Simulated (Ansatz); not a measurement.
The system is PbO2.

```xyz
6
Lattice="4.9950 0.0000 0.0000 0.0000 4.9950 0.0000 0.0000 0.0000 3.4090" Properties=species:S:1:pos:R:3 pbc="T T T"
Pb    2.4975    2.4975    1.7045
Pb    0.0000    0.0000    0.0000
O     3.4594    3.4594    0.0000
O     4.0331    0.9619    1.7045
O     0.9619    4.0331    1.7045
O     1.5356    1.5356    0.0000
```

The cell is a database's computed one.

* Program: Ansatz 0.2.0
* Task: relaxation of cell and atoms
* Functional: RPBE
* Potentials or basis: Ansatz PAW
* Cutoff: 420 eV (not typed: the program's choice for these potentials)
* k mesh: 5 × 5 × 6
* Occupations: fermi-dirac, width 0.05 eV
* Spin: no spin polarisation

At the start: volume 14.18 Å³/atom.

Question: Where does the relaxation end?

Answer: It ends after 9 steps and the volume is 15.31 Å³/atom (+8.0 %); space group P4_2/mnm (No. 136, to 0.05 Å).

Step by step:
```
step  energy change (eV)  largest force (eV/Å)  volume (Å³)
   1              0.0000                0.0619        85.05
   2             -0.1416                0.0944        91.39
   3             -0.1440                0.0444        91.13
   4             -0.1450                0.0168        91.17
   5             -0.1449                0.0002        91.26
   6             -0.1745                0.0001        91.26
   7             -0.1740                0.0018        91.79
   8             -0.1738                0.0001        91.86
   9             -0.1760                0.0000        91.86
```

Final structure:
```yaml
crystal:
  lattice:
    - [5.15761, 0.00000, 0.00000]
    - [0.00000, 5.15761, 0.00000]
    - [0.00000, 0.00000, 3.45337]
  atoms:
    - { symbol: Pb, position: [0.50000, 0.50000, 0.50000] }
    - { symbol: Pb, position: [0.00000, 0.00000, 0.00000] }
    - { symbol: O, position: [0.69138, 0.69138, 0.00000] }
    - { symbol: O, position: [0.80862, 0.19138, 0.50000] }
    - { symbol: O, position: [0.19138, 0.80862, 0.50000] }
    - { symbol: O, position: [0.30862, 0.30862, 0.00000] }
```

Caveat: the plane-wave basis is chosen anew once the cell has moved, so the energies of steps on either side of that aren't comparable; the pressure holds a Pulay correction of +0.5 GPa for the finite cutoff; the PAW data sets come from PBE, with cores solved anew for the run's functional, which leaves a small shift of forces and pressure.
